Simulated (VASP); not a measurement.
Wanted: the native input for a VASP 6.6.1 run.

```yaml
Task: single point
Functional: PBE
Potentials_or_basis: VASP PAW PBE potentials, release 64 (Ca_sv, Se)
Cutoff: 520 eV
k_mesh: 8 × 8 × 12
Occupations: gaussian, width 0.1 eV
Spin: no spin polarisation
Dipole_correction: no
Further_INCAR_settings: ALGO = Fast; EDIFF = 1e-07; NBANDS = 15; ISYM = 0
```

The structure of CaSe lies in POSCAR:

```
CaSe
1.0
    4.3772217378      0.0000000000     -0.0000024563
    0.0000000000      4.3772217378     -0.0000024563
    2.1886092718      2.1886092718      2.9377902523
Ca Se
1 1
Direct
    0.0000000000      0.0000000000      0.0000000000
    0.5000000000      0.5000000000      0.0000000000
```

The cell isn't the ideal one: band edges of the strained film's bulk.

One way to write it, as run:

INCAR

```
SYSTEM = CaSe
ALGO = Fast
EDIFF = 1E-7
ENCUT = 520
GGA = PE
ISIF = 2
ISMEAR = 0
ISYM = 0
LASPH = .True.
LCHARG = .False.
LREAL = .False.
LWAVE = .False.
NBANDS = 15
NELM = 100
PREC = Accurate
SIGMA = 0.1
```

KPOINTS

```
k-points
0
Gamma
  8 8 12
  0 0 0
```

Potentials or basis: VASP PAW PBE potentials, release 64 (Ca_sv, Se).

The run is started by

```bash
$ cat potpaw_PBE.64/Ca_sv/POTCAR potpaw_PBE.64/Se/POTCAR > POTCAR
$ mpirun -np 1 vasp_std > vasp.out
```

Results of the run:

- Pressure: -2.2 GPa
- Band gap on the k mesh: 2.18 eV, indirect (least direct gap 2.84 eV)

It took 8.8 min on 1 thread of Intel(R) Xeon(R) Platinum 8488C (Sapphire Rapids) (shared host), peak memory 0.47 GiB.
